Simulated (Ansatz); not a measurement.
**W (W (100), 4 layers): how the settings move a single-point run**

Aim: see which settings change the result for W (W (100), 4 layers), by how much, and at what cost.

Program: Ansatz 0.2.0. Level of theory: reference: DFT, PBE, PAW with Ansatz's default frozen-core files, scalar-relativistic. These are calculated values, not measurements.

### 1 The starting structure

Symmetry: P4/nmm, No. 129, tetragonal system. Conventional cell: a = 3.183 Å, b = 3.183 Å, c = 20.775 Å, α = 90.00°, β = 90.00°, γ = 90.00°. Around W (site symmetry 4mm) lie 4 W at 2.63 Å. W (site symmetry 4mm) is surrounded by 8 W at 2.63 to 2.85 Å.

Structure file:

```xyz
4
Lattice="3.1834 0.0000 0.0000 0.0000 3.1834 0.0000 0.0000 0.0000 20.7751" Properties=species:S:1:pos:R:3 pbc="T T T"
W     0.7959    0.7959    8.1638
W     2.3876    2.3876    9.5172
W     0.7959    0.7959   11.2579
W     2.3876    2.3876   12.6113
```

### 2 Baseline

File input.yaml:

```yaml
crystal:
  lattice:
    - [3.1834185696, 0.0, 0.0]
    - [0.0, 3.1834185696, 0.0]
    - [0.0, 0.0, 20.7751]
  atoms:
    - { symbol: W, position: [0.25, 0.25, 0.392958994] }
    - { symbol: W, position: [0.75, 0.75, 0.4581045758] }
    - { symbol: W, position: [0.25, 0.25, 0.5418954242] }
    - { symbol: W, position: [0.75, 0.75, 0.6070410055] }
kpoints:
  mp_grid: { grid: [11, 11, 1] }
scf:
  occupations: { method: fermi_dirac, width: 0.08 }
hamiltonian:
  xc: pbe
  pseudopotentials: { kind: paw }
output:
  forces: true
  stress: true
  eigenvalues: true
efield:
  axis: 3
  amplitude: 0.3
  dipole_correction: true
```

On the command line:

```console
$ ansatz run input.yaml --threads 1 --pin off --max-ram 3584MiB --backend cpu --events-out ev --progress --plain --runs-dir out
```

From the output:

```text
[...]
Basis set: ecut = 420 eV, 4101 PW (Γ), exchange–correlation on 48×48×288 points (8 copies of the dense FFT grid, shifted against one another)
[...]
k-points: 21 of 121
[...]
SCF iter   1: F=—  HF=-41537.596396 eV  |F-HF|=—  |Δ(HF+E_count)|=         —  Δρ=4.51e-2  dr2=2.13e1  ethr=3.10e-3  p=0.126 e·Å  D=1.08e-1 V/Å  ΔV_dip=-2.25 eV  dr2_dipole=7.03e-4  V_vac-E_F(+/−)=8.51/5.36 eV  ⟨swp⟩=9.1  Hψ=3750  notcnv=0
[...]
preconditioner: auto → LDOS  [metal: Δε(μ)=0.076 eV  Ē_g=4.982 eV  σ=0.080 eV  W_gap=0.23  n_scr=42 (ndim 8)  ℏωp=12.5 eV  f_vac=0.589  D(μ)=3.27/eV (n_scr^D=10)  β→1.0]
SCF iter   2: F=—  HF=-41536.528708 eV  |F-HF|=—  |Δ(HF+E_count)|=    1.07e0  Δρ=4.07e-2  dr2=2.78e1  ethr=3.10e-3  p=0.121 e·Å  D=1.04e-1 V/Å  ΔV_dip=-2.15 eV  dr2_dipole=2.57e-2  V_vac-E_F(+/−)=3.82/0.58 eV  ⟨swp⟩=4.9  Hψ=2024  notcnv=0  defer=1
[...]
SCF iter   9: F=—  HF=-41534.358647 eV  |F-HF|=—  |Δ(HF+E_count)|=   1.24e-6  Δρ=5.30e-6  dr2=1.51e-7  ethr=5.48e-9  p=0.144 e·Å  D=1.24e-1 V/Å  ΔV_dip=-2.58 eV  dr2_dipole=4.08e-9  V_vac-E_F(+/−)=5.41/2.59 eV  ⟨swp⟩=2.1  Hψ=984  notcnv=0
SCF iter  10: F=-41534.358647 eV  HF=-41534.358647 eV  |F-HF|=5.78e-9  |Δ(HF+E_count)|=   5.87e-8  Δρ=1.37e-6  dr2=4.12e-9  ethr=1.79e-10  p=0.144 e·Å  D=1.24e-1 V/Å  ΔV_dip=-2.58 eV  dr2_dipole=2.96e-11  V_vac-E_F(+/−)=5.41/2.59 eV  ⟨swp⟩=10.4  Hψ=3906  notcn
[...]
SCF converged after 10 iterations
Free energy (F): -41534.358647 eV
[...]
E sigma→0 (E₀):  -41534.307907 eV
[...]
Fermi energy:    3.966758 eV
Dipole field:    D = 0.124182 V/Å  (p = 0.144486 e·Å, saw-weighted, corrected)
[...]
  P = ⅓ Tr σ = -0.9819 GPa (-9.819 kbar)
[...]
```

Wall time 11 s (1 thread of Intel Xeon 6975P-C (Granite Rapids), shared host); peak memory 0.46 GiB.

### 3 Variant: lower_state_search off, pseudopotentials.kind nc, ecutwfc 200 eV

input.yaml, as its differences from that of step 2:

```diff
@@ -14,5 +14,6 @@
   occupations: { method: fermi_dirac, width: 0.08 }
+  lower_state_search: "off"
 hamiltonian:
   xc: pbe
-  pseudopotentials: { kind: paw }
+  pseudopotentials: { kind: nc }
 output:
@@ -25 +26,3 @@
   dipole_correction: true
+basis:
+  ecutwfc: "200 eV"
```

On the command line:

```console
$ ansatz run input.yaml --threads 1 --pin off --max-ram 3584MiB --backend cpu --events-out ev --progress --plain --runs-dir out
```

The log of the run:

```text
Warning: basis.ecutwfc = 200 eV is below the records' recommended 1006.821291 eV, and the density's cutoff is lower with it unless basis.ecutrho_ratio is high enough to keep the records' density cutoff: compare with a run at a higher cutoff
Engine: ansatz 0.2.0
Pseudopotentials: kind: nc
Pseudopotential: W, nc, valence charge 14, recommended cutoff 1006.821291 eV (normal), W.nc.azcp (PseudoDojo's, or run here from an input of PseudoDojo's: the run reads no file of this project's for it)
Functional definition: PBE
  parameter kappa = 0.804
  parameter beta = 0.06672455060314922
  exchange = pbe_x(kappa = kappa, mu = beta*pi^2/3)
  correlation = pbe_c(beta = beta)
Crystal: 4 atoms, lattice volume = 210.538 Å³
Basis set: ecut = 200 eV, 1379 PW (Γ), exchange–correlation on 30×30×192 points (8 copies of the dense FFT grid, shifted against one another)
Bands: 34, of which v1, the nominal top of the filled ones, is band 28 counted from 1 (27 counted from 0)
Symmetry: 8 space group operations
k-points: 21 of 121
Non-local potential: W, projectors of the file, l = 0: 2, l = 1: 2, l = 2: 2, l = 3: 2
Initial density: superposition of atomic densities (neutral atoms: chi_scale 0, normalization atom, screened)
Initial wavefunctions: pseudopotential atomic-orbital guess
Functional: x = pbe(κ = 0.804, μ = 0.2195149727645171), c = pbe(β = 0.06672455060314922)
SCF iter   1: F=—  HF=-8179.943951 eV  |F-HF|=—  |Δ(HF+E_count)|=         —  Δρ=1.18e-1  dr2=2.78e1  ethr=3.10e-3  p=0.128 e·Å  D=1.10e-1 V/Å  ΔV_dip=-2.29 eV  dr2_dipole=1.00e-2  V_vac-E_F(+/−)=7.35/4.24 eV  ⟨swp⟩=8.1  Hψ=3599  notcnv=0
efield: sawtooth ramp at fractional position 0.9500 (placed from the atoms, in the widest stretch of the axis that holds none; the zero of the levels goes with the place), width 0.1000; the density the first Hamiltonian is built on has a dipole p = 0.128 e·Å; the dipole correction subtracts the counter field D = 1.10e-1 V/Å, which shifts the + side's vacuum level by -2.29 eV against the − side's; the planar-averaged density in the ramp window peaks in size at 3.6e-4 e/Å³
preconditioner: auto → LDOS  [metal: Δε(μ)=0.056 eV  Ē_g=5.289 eV  σ=0.080 eV  W_gap=0.17  n_scr=42 (ndim 8)  ℏωp=12.5 eV  f_vac=0.586  D(μ)=3.51/eV (n_scr^D=10)  β→1.0]
SCF iter   2: F=—  HF=-8172.800280 eV  |F-HF|=—  |Δ(HF+E_count)|=    7.14e0  Δρ=1.69e-2  dr2=2.47e0  ethr=3.10e-3  p=0.132 e·Å  D=1.13e-1 V/Å  ΔV_dip=-2.36 eV  dr2_dipole=1.05e-9  V_vac-E_F(+/−)=4.94/1.90 eV  ⟨swp⟩=3.6  Hψ=1889  notcnv=0
SCF iter   3: F=—  HF=-8172.662360 eV  |F-HF|=—  |Δ(HF+E_count)|=   1.38e-1  Δρ=5.97e-3  dr2=3.19e-1  ethr=3.10e-3  p=0.142 e·Å  D=1.22e-1 V/Å  ΔV_dip=-2.53 eV  dr2_dipole=5.34e-4  V_vac-E_F(+/−)=5.74/2.87 eV  ⟨swp⟩=2.6  Hψ=1125  notcnv=0
SCF iter   4: F=—  HF=-8172.645064 eV  |F-HF|=—  |Δ(HF+E_count)|=   1.73e-2  Δρ=2.38e-3  dr2=2.37e-2  ethr=5.69e-4  p=0.146 e·Å  D=1.25e-1 V/Å  ΔV_dip=-2.60 eV  dr2_dipole=7.77e-5  V_vac-E_F(+/−)=5.74/2.94 eV  ⟨swp⟩=2.1  Hψ=1059  notcnv=0
SCF iter   5: F=—  HF=-8172.643647 eV  |F-HF|=—  |Δ(HF+E_count)|=   1.42e-3  Δρ=7.30e-4  dr2=2.83e-3  ethr=4.22e-5  p=0.144 e·Å  D=1.24e-1 V/Å  ΔV_dip=-2.57 eV  dr2_dipole=4.16e-6  V_vac-E_F(+/−)=5.71/2.88 eV  ⟨swp⟩=2.0  Hψ=926  notcnv=0
SCF iter   6: F=—  HF=-8172.643193 eV  |F-HF|=—  |Δ(HF+E_count)|=   4.55e-4  Δρ=8.34e-5  dr2=4.04e-5  ethr=5.04e-6  p=0.144 e·Å  D=1.24e-1 V/Å  ΔV_dip=-2.57 eV  dr2_dipole=2.03e-6  V_vac-E_F(+/−)=5.71/2.88 eV  ⟨swp⟩=2.3  Hψ=1074  notcnv=0
SCF iter   7: F=—  HF=-8172.643418 eV  |F-HF|=—  |Δ(HF+E_count)|=   2.25e-4  Δρ=2.62e-5  dr2=3.85e-6  ethr=7.21e-8  p=0.144 e·Å  D=1.23e-1 V/Å  ΔV_dip=-2.56 eV  dr2_dipole=4.23e-7  V_vac-E_F(+/−)=5.72/2.88 eV  ⟨swp⟩=3.0  Hψ=1479  notcnv=0
SCF iter   8: F=—  HF=-8172.643424 eV  |F-HF|=—  |Δ(HF+E_count)|=   5.51e-6  Δρ=7.17e-6  dr2=2.54e-7  ethr=6.87e-9  p=0.144 e·Å  D=1.23e-1 V/Å  ΔV_dip=-2.56 eV  dr2_dipole=2.80e-9  V_vac-E_F(+/−)=5.72/2.88 eV  ⟨swp⟩=2.3  Hψ=1346  notcnv=0
SCF iter   9: F=-8172.643424 eV  HF=-8172.643424 eV  |F-HF|=5.68e-8  |Δ(HF+E_count)|=   6.70e-7  Δρ=9.54e-7  dr2=1.81e-9  ethr=1.79e-10  p=0.144 e·Å  D=1.23e-1 V/Å  ΔV_dip=-2.56 eV  dr2_dipole=2.11e-11  V_vac-E_F(+/−)=5.72/2.88 eV  ⟨swp⟩=10.0  Hψ=3720  notcnv=0
WARN: efield: at this solve's end the planar-averaged density reaches 6.04e-5 e/Å³ inside the ramp window [0.9019, 0.0981] (bound 1e-5 e/Å³), and 4.83e-5 e/Å³ on another of its planes; the window's nearer edge stands 6.13 Å from this solve's nearest atom along the axis. Its free energy, forces, stress, dipole, levels and responses can be off, and this figure does not tell by how much. A short vacuum, a low `basis.ecutwfc` or `basis.ecutrho_ratio` and negative occupations (`scf.occupations.method`) can put density there. See the manual's quickstart, § The vacuum guard
SCF 1 converged in 9 iterations: F = -8172.643424 eV  dr2 = 1.81e-9
SCF converged after 9 iterations
Free energy (F): -8172.643424 eV
Harris-Foulkes:  -8172.643424 eV  (|F-HF|=5.68e-8)
Internal energy: -8172.544451 eV  (E = F + TS)
E sigma→0 (E₀):  -8172.593938 eV
Entropy (-TS):   -0.098973 eV (-24.743 meV/atom)
Fermi energy:    4.015079 eV
Dipole field:    D = 0.123445 V/Å  (p = 0.143629 e·Å, saw-weighted, corrected)
Work function:   not extracted (applied field tilts the vacuum); planar V_es + V_field profile in the machine report
Levels:          The Fermi level and band energies are counted from a zero that moves with the ramp; work functions are not
Vacuum region:   at the solve's end the planar-averaged density reaches 6.04e-5 e/Å³ inside the ramp window [0.9019, 0.0981] (bound 1e-5 e/Å³), and 4.83e-5 e/Å³ on another of its planes
--- Per-component energies (eV) ---
  E_band       = -1382.622564
  E_kinetic    = 2100.316705
  E_local      = -53228.846525  (includes V_loc(G=0)·N_el)
  E_nonlocal   = 1401.124545
  E_hartree    = 24777.919436
  E_xc         = -1775.295872
  E_vxc        = -1211.029340  (∫ρ·V_xc dr)
  E_efield     = -0.034224  (sawtooth field / dipole correction)
  E_vefield    = -0.025358  (∫n·V_field dr)
  E_ewald      = 18552.271484
  E_smearing   = -0.098973  (= −TS)
  E_closure    = 0.000000  (closes the sum)
  Σ components = -8172.643424   (vs F -8172.643424, Δ=0.00e0)
--- Forces (eV/Å), atoms counted from 1 ---
  atom   1  W      0.00000000     0.00000000    -0.50832961
  atom   2  W      0.00000000     0.00000000    -0.91266891
  atom   3  W     -0.00000000     0.00000000     0.91163525
  atom   4  W      0.00000000     0.00000000     0.51121738
  max |Σ_I F_I| component: 1.85e-3 eV/Å
--- Stress (GPa, compression-positive) ---
        0.928635       0.000000      -0.000000
        0.000000       0.928635       0.000000
       -0.000000       0.000000       4.058972
  P = ⅓ Tr σ = 1.9721 GPa (19.721 kbar)
--- Band table (eV; the first three rows and the last of 21) ---
  k-point 0: bands = ["-68.9834", "-68.8652", "-68.8278", "-68.7303", "-36.4839", "-36.4839", "-36.3825", "-36.3825", "-36.3266", "-36.3143", "-35.9448", "-35.5227", "-35.5227", "-35.4845", "-35.1506", "-35.1506", "-3.8951", "-1.7359", "-1.5188", "-0.7918", "-0.2765", "0.2368", "3.3885", "3.3885", "3.5950", "3.6137", "3.6568", "3.8776", "3.8882", "3.8882", "4.3408", "4.8734", "4.8734", "6.1230"]
  k-point 1: bands = ["-68.8808", "-68.8129", "-68.7541", "-68.7519", "-36.4197", "-36.4167", "-36.3601", "-36.2763", "-36.2616", "-36.2571", "-35.8324", "-35.6368", "-35.4915", "-35.3461", "-35.2390", "-35.1970", "-3.7483", "-1.6134", "-1.3524", "-0.6415", "-0.1948", "0.3672", "2.8590", "3.0411", "3.1486", "3.4945", "3.7500", "4.0205", "4.1744", "4.2568", "4.2784", "5.2422", "5.4467", "5.9172"]
  k-point 2: bands = ["-68.8956", "-68.7976", "-68.7936", "-68.7437", "-36.4745", "-36.4614", "-36.2988", "-36.2951", "-36.2438", "-36.2076", "-35.7393", "-35.7134", "-35.5710", "-35.4313", "-35.4216", "-35.3090", "-3.2945", "-1.3703", "-0.9959", "-0.3155", "-0.3103", "0.9045", "2.3183", "2.4027", "2.4186", "3.2507", "3.6374", "3.7123", "4.0591", "4.6944", "4.8011", "5.2391", "5.8811", "6.1798"]
  k-point 20: bands = ["-68.8253", "-68.8144", "-68.7420", "-68.7120", "-36.6104", "-36.5936", "-36.4058", "-36.3896", "-36.0249", "-36.0141", "-35.9317", "-35.9043", "-35.4836", "-35.4535", "-35.3303", "-35.2973", "-0.9328", "-0.8883", "0.6873", "0.8741", "1.1999", "1.4570", "1.7082", "1.7704", "2.3126", "2.3716", "4.9102", "5.1187", "5.8308", "5.8492", "6.0015", "6.2594", "7.0796", "7.0930"]
```

Wall time 3.4 s (1 thread of Intel Xeon 6975P-C (Granite Rapids), shared host); peak memory 0.33 GiB.

A change of potentials puts the total energy on another scale; the largest force goes from 0.01 to 0.91 eV/Å. The search for lower states and cutoff changed too. The cutoff is under what these potentials recommend, as the log warns, so basis error is mixed in. Cost: 9 SCF cycles against 10, 3.4 s against 11 s.

### 4 Side by side

| run | ending | energy change | gap (eV) | force (eV/Å) | cycles | time |
| --- | --- | --- | --- | --- | --- | --- |
| reference | converged | - | 0.00 | 0.01 | 10 | 11 s |
| 1: lower_state_search off, pseudopotentials.kind nc, ecutwfc 200 eV | converged | not comparable | 0.00 | 0.91 | 9 | 3.4 s |

Residual by cycle in the longest SCF loop of each run; runs are numbered as in the table. The quantity is the density residual dr2, in eV.

| cycle | reference | run 1 |
| --- | --- | --- |
| 1 | 21.3 | 27.8 |
| 2 | 27.8 | 2.47 |
| 3 | 1.16 | 0.319 |
| 4 | 0.0529 | 0.0237 |
| 5 | 0.00541 | 0.00283 |
| 6 | 4.0e-4 | 4.0e-5 |
| 7 | 2.6e-5 | 3.9e-6 |
| 8 | 3.1e-6 | 2.5e-7 |
| 9 | 1.5e-7 | 1.8e-9 |
| 10 | 4.1e-9 | - |

**Reading.** After a change of potentials the difference of the totals has no physical meaning; the largest force goes from 0.01 to 0.91 eV/Å. The search for lower states and cutoff changed too. The cutoff is under what these potentials recommend, as the log warns, so basis error is mixed in. Cost: 9 SCF cycles against 10, 3.4 s against 11 s. Run 1 ran under the cutoff that the potentials recommend, as the log warns, so basis error is mixed into its values.
